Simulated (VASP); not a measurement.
# Sn (I4_1/amd) in VASP: notebook

One crystal, Sn, is run at these levels: PBE, LDA; tasks: relaxation of cell and atoms.

All numbers are computed with VASP 6.6.1; they aren't measurements. Logs are shortened: lines on timing, memory, paths and dates and some standing lists are left out, and cuts for length are marked.

### Step 1. Starting point

It takes space group I4_1/amd (No. 141, tetragonal). The conventional cell has a = 5.839 Å, b = 5.839 Å, c = 3.188 Å, α = 90.00°, β = 90.00°, γ = 90.00°. Sn (site symmetry -4m2) has 6 Sn at 3.03 to 3.19 Å as nearest neighbours.

### Step 2. Relaxation of cell and atoms, PBE

The input, INCAR:

```
SYSTEM = Sn
ALGO     = Normal         ! electronic algorithm
EDIFF    = 1E-6           ! SCF threshold, eV
EDIFFG   = -0.01          ! ionic threshold
ENCUT    = 600            ! plane-wave cutoff, eV
GGA      = PE             ! functional
IBRION   = 2              ! ionic algorithm
ISIF     = 3              ! what is computed and relaxed
ISMEAR   = 1              ! smearing method
LASPH    = .True.         ! aspherical terms in the spheres
LCHARG   = .False.        ! write CHGCAR
LREAL    = .False.        ! projectors in reciprocal space
LWAVE    = .False.        ! write WAVECAR
NELM     = 80             ! most SCF steps
NSW      = 90             ! ionic steps
PREC     = Accurate       ! precision mode
SIGMA    = 0.1            ! smearing width, eV
```

The input, KPOINTS:

```
k-points
0
Gamma
  16 16 16
  0 0 0
```

The input, POSCAR:

```
Sn
1.0
   -2.9196440750      2.9196440750      1.5938000000
    2.9196440750     -2.9196440750      1.5938000000
    2.9196440750      2.9196440750     -1.5938000000
Sn
2
Direct
    0.0000000000      0.0000000000      0.0000000000
    0.7500000000      0.2500000000      0.5000000000
```

Potentials or basis: VASP PAW PBE potentials, release 64 (Sn_d).

Run with:

```console
> cat potpaw_PBE.64/Sn_d/POTCAR > POTCAR
> mpirun -np 1 vasp_std > vasp.out
```

OUTCAR:

```text
SYSTEM = Sn
   EDIFF = 1E-6
   EDIFFG = -0.01
   ENCUT = 600
   GGA = PE
   IBRION = 2
   ISIF = 3
   ISMEAR = 1
   LASPH = .True.
   LREAL = .False.
   NELM = 80
   NSW = 90
   PREC = Accurate

 ion  position               nearest neighbor table
   1  0.000  0.000  0.000-   2 3.03   2 3.03   2 3.03   2 3.03
   2  0.750  0.250  0.500-   1 3.03   1 3.03   1 3.03   1 3.03

  LATTYP: Found a body centered tetragonal cell.
 ALAT       =     5.8392881500
 C/A-ratio  =     0.5458884573

  Lattice vectors:

 A1 = (  -2.9196440750,   2.9196440750,   1.5938000000)
 A2 = (   2.9196440750,  -2.9196440750,   1.5938000000)
 A3 = (   2.9196440750,   2.9196440750,  -1.5938000000)

Analysis of symmetry for initial positions (statically):
=====================================================================
 Subroutine PRICEL returns:
 Original cell was already a primitive cell.

 Routine SETGRP: Setting up the symmetry group for a
 body centered tetragonal supercell.

 Subroutine GETGRP returns: Found 16 space group operations
 (whereof  8 operations were pure point group operations)
 out of a pool of 16 trial point group operations.

The static configuration has the point symmetry D_2d.
 The point group associated with its full space group is D_4h.

Analysis of symmetry for dynamics (positions and initial velocities):
=====================================================================
 Subroutine PRICEL returns:
 Original cell was already a primitive cell.

 Routine SETGRP: Setting up the symmetry group for a
 body centered tetragonal supercell.

 Subroutine GETGRP returns: Found 16 space group operations
 (whereof  8 operations were pure point group operations)
 out of a pool of 16 trial point group operations.

The dynamic configuration has the point symmetry D_2d.
 The point group associated with its full space group is D_4h.

 Subroutine INISYM returns: Found 16 space group operations
 (whereof  8 operations are pure point group operations),
 and found     1 'primitive' translations

----------------------------------------------------------------------------------------

                                     Primitive cell

  volume of cell :      54.3443

  direct lattice vectors                    reciprocal lattice vectors
    -2.919644075  2.919644075  1.593800000     0.000000000  0.171253751  0.313715648
     2.919644075 -2.919644075  1.593800000     0.171253751  0.000000000  0.313715648
     2.919644075  2.919644075 -1.593800000     0.171253751  0.171253751  0.000000000

  length of vectors
     4.425928320  4.425928320  4.425928320     0.357414822  0.357414822  0.242189378

  position of ions in fractional coordinates (direct lattice)
     0.000000000  0.000000000  0.000000000
     0.750000000  0.250000000  0.500000000

  ion indices of the primitive-cell ions
   primitive index   ion index
                 1           1
                 2           2

----------------------------------------------------------------------------------------

 KPOINTS: k-points

Automatic generation of k-mesh.
 Grid dimensions read from file:
 generate k-points for:   16   16   16

 Generating k-lattice:

  Cartesian coordinates                     Fractional coordinates (reciprocal lattice)
     0.000000000  0.010703359  0.019607228     0.062500000 -0.000000000  0.000000000
     0.010703359  0.000000000  0.019607228    -0.000000000  0.062500000  0.000000000
     0.010703359  0.010703359  0.000000000     0.000000000  0.000000000  0.062500000

  Length of vectors
     0.022338426  0.022338426  0.015136836

  Shift w.r.t. Gamma in fractional coordinates (k-lattice)
     0.000000000  0.000000000  0.000000000

 Subroutine IBZKPT returns following result:
 ===========================================

 Found    349 irreducible k-points:

 Following reciprocal coordinates:
            Coordinates               Weight
  0.000000  0.000000  0.000000      1.000000
  0.062500  0.000000  0.000000      8.000000
  0.125000  0.000000  0.000000      8.000000
  0.187500  0.000000 -0.000000      8.000000
  0.250000  0.000000  0.000000      8.000000
  0.312500  0.000000 -0.000000      8.000000
[... 16 lines left out ...]
 -0.125000  0.062500  0.000000     16.000000
 -0.062500  0.062500  0.000000      4.000000
 [... further k-points ...]
   k-points           NKPTS =    349   k-points in BZ     NKDIM =    349   number of bands    NBANDS=     18
   number of dos      NEDOS =    301   number of ions     NIONS =      2
   total plane-waves  NPLWV =  46656
   dimension x,y,z NGX =    36 NGY =   36 NGZ =   36
   dimension x,y,z NGXF=    72 NGYF=   72 NGZF=   72
   ions per type =               2
   NGX,Y,Z   is equivalent  to a cutoff of  13.52, 13.52, 13.52 a.u.
   NGXF,Y,Z  is equivalent  to a cutoff of  27.04, 27.04, 27.04 a.u.
 SYSTEM =  Sn
   PREC   = accura    normal or accurate (medium, high low for compatibility)
   ISTART =      0    job   : 0-new  1-cont  2-samecut
   ICHARG =      2    charge: 1-file 2-atom 10-const
   ISPIN  =      1    spin polarized calculation?
   LNONCOLLINEAR =      F non collinear calculations
   LSORBIT =      F    spin-orbit coupling
   LASPH  =      T    aspherical Exc in radial PAW
   ENCUT  =  600.0 eV  44.10 Ry    6.64 a.u.   8.84  8.84  8.84*2*pi/ulx,y,z
   NELM   =     80;   NELMIN=  2; NELMDL= -5     # of ELM steps
   EDIFF  = 0.1E-05   stopping-criterion for ELM
   LREAL  =      F    real-space projection
   EDIFFG = -.1E-01   stopping-criterion for IOM
   NSW    =     90    number of steps for IOM
   IBRION =      2    ionic relax: 0-MD 1-quasi-New 2-CG
   NFREE  =      1    steps in history (QN), initial steepest desc. (CG)
   ISIF   =      3    stress and relaxation
   ISYM   =      2    0-nonsym 1-usesym 2-fastsym
   POTIM  = 0.5000    time-step for ionic-motion
   TEBEG  =    0.0;   TEEND  =   0.0 temperature during run
   PSTRESS=    0.0 pullay stress
   NELECT =      28.0000    total number of electrons
   NUPDOWN=      -1.0000    fix difference up-down
   EMIN   =  10.00;   EMAX   =-10.00  energy-range for DOS
   EFERMI =   0.00;   METHOD = LEGACY
   ISMEAR =     1;   SIGMA  =   0.10  broadening in eV -4-tet -1-fermi 0-gaus
   EFERMI_NEDOS =   21; number of points for ismear=-14 and -15
   IALGO  =     38    algorithm
   IMIX   =      4    mixing-type and parameters
     AMIX     =   0.40;   BMIX     =  1.00
     AMIX_MAG =   1.60;   BMIX_MAG =  1.00
  volume/ion in A,a.u.               =      27.17       183.37
  Fermi-wavevector in a.u.,A,eV,Ry     =   1.312430  2.480134 23.435677  1.722474
  Thomas-Fermi vector in A             =   2.442823
   LORBIT       =      0    0 simple, 1 ext, 2 COOP (PROOUT), +10 PAW based schemes
   GGA     = PE    functional components
   LHFCALC =     F    Hartree Fock is set to
   AEXX    =    0.0000 exact exchange contribution
   IVDW    =     0    specifies the selected vdW correction
   LEPSILON=     F    determine dielectric tensor
   LRPA    =     F    only Hartree local field effects (RPA)
 conjugate gradient relaxation of ions
 non-spin polarized calculation
 Methfessel and Paxton  Order N= 1 SIGMA  =   0.10
  energy-cutoff  :      600.00
  volume of cell :       54.34
 maximum number of plane-waves:      1842
   NGX = 17   NGY = 17   NGZ = 17

--------------------------------------- Ionic step        1  -------------------------------------------

 number of electron      27.9999999 magnetization

 Free energy of the ion-electron system (eV)
  ---------------------------------------------------
  ext. energy  EPLUGINS =         0.00000000
  ---------------------------------------------------
  free energy    TOTEN  =        -7.59544364 eV

  energy without entropy =       -7.59525977  energy(sigma->0) =       -7.59538235

------------------------ aborting loop because EDIFF is reached ----------------------------------------

  FORCE on cell =-STRESS in cart. coord.  units (eV):
  Direction    XX          YY          ZZ          XY          YZ          ZX
  --------------------------------------------------------------------------------------
  -------------------------------------------------------------------------------------
  Total        0.8800134      0.8800134      0.5898033      0.0000000      0.0000000      0.0000000
  in kB       25.9445544     25.9445544     17.3885816      0.0000000      0.0000000      0.0000000
  external PRESSURE =      23.0925635 kB  Pullay stress =       0.0000000 kB
[... 201 lines left out ...]
  energy  without entropy=       -7.6132795119  energy(sigma->0) =       -7.61336135

--------------------------------------- Ionic step        7  -------------------------------------------

 number of electron      27.9999992 magnetization

 Free energy of the ion-electron system (eV)
  ---------------------------------------------------
  ext. energy  EPLUGINS =         0.00000000
  ---------------------------------------------------
  free energy    TOTEN  =        -7.61341292 eV

  energy without entropy =       -7.61324403  energy(sigma->0) =       -7.61335663

 E-fermi :   7.4268     XC(G=0): -10.0881

 val. band max:        7.4209239835   @ k =  -0.1875   0.5000   0.1250
 cond. band min:       7.4278857702   @ k =  -0.0625   0.4375   0.0625
 fundamental gap:      0.0069617868
 Fermi energy:         7.4268411119

 k-point     1 :       0.0000    0.0000    0.0000
  band No.  band energies     occupation
      1     -14.1781      2.00000
      2     -14.1167      2.00000
      3     -14.0677      2.00000
      4     -14.0671      2.00000
      5     -13.9304      2.00000
      6     -13.9304      2.00000
[... 10 lines left out ...]
     17      13.3384      0.00000
     18      14.0756      0.00000
[... 466 lines left out ...]
      2     -14.1171      2.00000
      3     -14.0694      2.00000
      4     -14.0648      2.00000
      5     -13.9317      2.00000
      6     -13.9289      2.00000
[... 10 lines left out ...]
     17      13.1354      0.00000
     18      14.1343      0.00000

 [... further k-points ...]

------------------------ aborting loop because EDIFF is reached ----------------------------------------

  FORCE on cell =-STRESS in cart. coord.  units (eV):
  Direction    XX          YY          ZZ          XY          YZ          ZX
  --------------------------------------------------------------------------------------
  -------------------------------------------------------------------------------------
  Total       -0.0127801     -0.0127801     -0.0041064      0.0000000      0.0000000      0.0000000
  in kB       -0.3601396     -0.3601396     -0.1157182      0.0000000      0.0000000      0.0000000
  external PRESSURE =      -0.2786658 kB  Pullay stress =       0.0000000 kB
[... 17 lines left out ...]
  FREE ENERGIE OF THE ION-ELECTRON SYSTEM (eV)
  ---------------------------------------------------
  free  energy   TOTEN  =        -7.6134129221 eV

  energy  without entropy=       -7.6132440320  energy(sigma->0) =       -7.61335663

 reached required accuracy - stopping structural energy minimisation
```

Wall time 25 min (1 thread of AMD EPYC 7R13 (Zen 3), shared host); peak memory 0.45 GiB.

Results:

| Quantity | Value |
| --- | --- |
| Free energy | -7.6134 eV |
| Relaxed volume | 28.43 Å³/atom |
| Relaxed cell | a = 4.503 Å, b = 4.503 Å, c = 4.503 Å, α = 97.31°, β = 97.31°, γ = 138.20° |
| Space group after relaxing (to 0.05 Å) | I4_1/amd (No. 141) |
| Energy gained by relaxing | 9.0 meV/atom |
| Ionic steps | 7 |
| Pressure after relaxing | 0.0 GPa |
| Band gap on the k mesh | none (metal or under the smearing width) |

Step by step:
```csv
step,energy change (eV),largest force (eV/Å),pressure (GPa),volume (Å³)
1,0.0000,0.0000,2.31,54.34
2,-0.0167,0.0000,-0.51,57.48
3,-0.0178,0.0000,0.00,56.84
4,-0.0178,0.0000,-0.09,56.89
5,-0.0179,0.0000,-0.13,56.87
6,-0.0180,0.0000,-0.08,56.85
7,-0.0180,0.0000,-0.03,56.86
```

Final structure:
```yaml
crystal:
  lattice:
    - [-2.97466, 2.97466, 1.60634]
    - [2.97466, -2.97466, 1.60634]
    - [2.97466, 2.97466, -1.60634]
  atoms:
    - { symbol: Sn, position: [0.00000, 0.00000, 0.00000] }
    - { symbol: Sn, position: [0.75000, 0.25000, 0.50000] }
```

PBE usually gives volumes a little too large and moduli too small. Zero-point motion and thermal expansion aren't in these numbers.

### Step 3. Relaxation of cell and atoms, PBE

This run uses another cell than the first one, of 28.43 Å³/atom, 1.046 times its volume.

INCAR, as its differences from that of step 2:

```diff
@@ -2,4 +2,4 @@
 ALGO     = Normal         ! electronic algorithm
-EDIFF    = 1E-6           ! SCF threshold, eV
-EDIFFG   = -0.01          ! ionic threshold
+EDIFF    = 1E-7           ! SCF threshold, eV
+EDIFFG   = -0.005         ! ionic threshold
 ENCUT    = 600            ! plane-wave cutoff, eV
```

KPOINTS is that of step 2.

The input, POSCAR:

```
Sn                                      
1.0
   -2.9746581678      2.9746581678      1.6063445899
    2.9746581678     -2.9746581678      1.6063445899
    2.9746581678      2.9746581678     -1.6063445899
  Sn            
     2
Direct
     0.0000000000000000    0.0000000000000000    0.0000000000000000
     0.7500000000000000    0.2500000000000000    0.5000000000000000
```

Potentials or basis: VASP PAW PBE potentials, release 64 (Sn_d).

Run with:

```console
> cat potpaw_PBE.64/Sn_d/POTCAR > POTCAR
> mpirun -np 1 vasp_std > vasp.out
```

Wall time 15 min (1 thread of AMD EPYC 7R13 (Zen 3), shared host); peak memory 0.46 GiB.

The run converged. Its results:

* Free energy: -7.6138 eV
* Relaxed volume: 28.40 Å³/atom
* Relaxed cell: a = 4.502 Å, b = 4.502 Å, c = 4.502 Å, α = 97.31°, β = 97.31°, γ = 138.20°
* Space group after relaxing (to 0.05 Å): I4_1/amd (No. 141)
* Energy gained by relaxing: 0.0 meV/atom
* Ionic steps: 3
* Pressure after relaxing: 0.0 GPa
* Band gap on the k mesh: none (metal or under the smearing width)

Final structure:
```xyz
2
Lattice="-2.9737 2.9737 1.6059 2.9737 -2.9737 1.6059 2.9737 2.9737 -1.6059" Properties=species:S:1:pos:R:3 pbc="T T T"
Sn    0.0000    0.0000    0.0000
Sn    0.0000    2.9737    0.8030
```

Levels at points of the mesh, in eV from the Fermi level:
```tsv
k point	band 12	band 13	band 14	band 15	band 16	band 17
(0.00, 0.00, 0.00)	-3.86	-1.90	-1.90	3.00	5.92	5.92
(0.50, 0.00, 0.00)	-5.25	-2.36	-1.64	-1.04	2.29	2.72
(0.50, 0.50, 0.00)	-8.68	0.55	0.55	1.42	1.42	5.94
(0.50, 0.50, 0.50)	-7.48	-4.57	-4.57	5.03	5.03	8.83
```

(Continued in part 2 of 2.)
